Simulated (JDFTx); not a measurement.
The system is FeO (Wuestite).

```
Fe O
1.0
     0.00000    2.15540    2.15540
     2.15540    0.00000    2.15540
     2.15540    2.15540    0.00000
Fe O
1 1
Direct
  0.00000 0.00000 0.00000
  0.50000 0.50000 0.50000
```

Base run:

| Quantity | Value |
| --- | --- |
| Program | JDFTx 1.7.0 (patched build) |
| Functional | PBE |
| Potentials or basis | PseudoDojo-SR-PBE-0.5-standard |
| Cutoff | 1225 eV |
| Density cutoff | 9796 eV |
| k mesh | 11 × 11 × 11 |
| Occupations | fermi-dirac, width 0.05 eV |
| Spin | collinear spin, ferromagnetic start |
| Starting moments | [3.0, 0.0] μB |

Its results: band gap on the k mesh none (metal or under the smearing width); pressure -0.9 GPa; net moment 4.00 μB per cell; site moments Fe +3.64; O +0.37 μB.

Question: The run is repeated on the same cell with these changes: functional from PBE to LDA; potentials or basis from PseudoDojo-SR-PBE-0.5-standard to PseudoDojo-SR-LDA-0.4.1-standard. What comes out?

Answer: Band gap on the k mesh none (metal or under the smearing width); pressure -16.2 GPa; net moment 4.00 μB per cell; site moments Fe +3.61; O +0.40 μB.

Caveats: a cell with one magnetic atom can't hold antiferromagnetic order, which such compounds often take; semilocal functionals often make such compounds metallic where correlation or magnetic order opens a gap, which also shifts bond lengths; so large a pressure means that the cell lies far from this level's equilibrium, or that cutoff or potentials fall short (some runs).
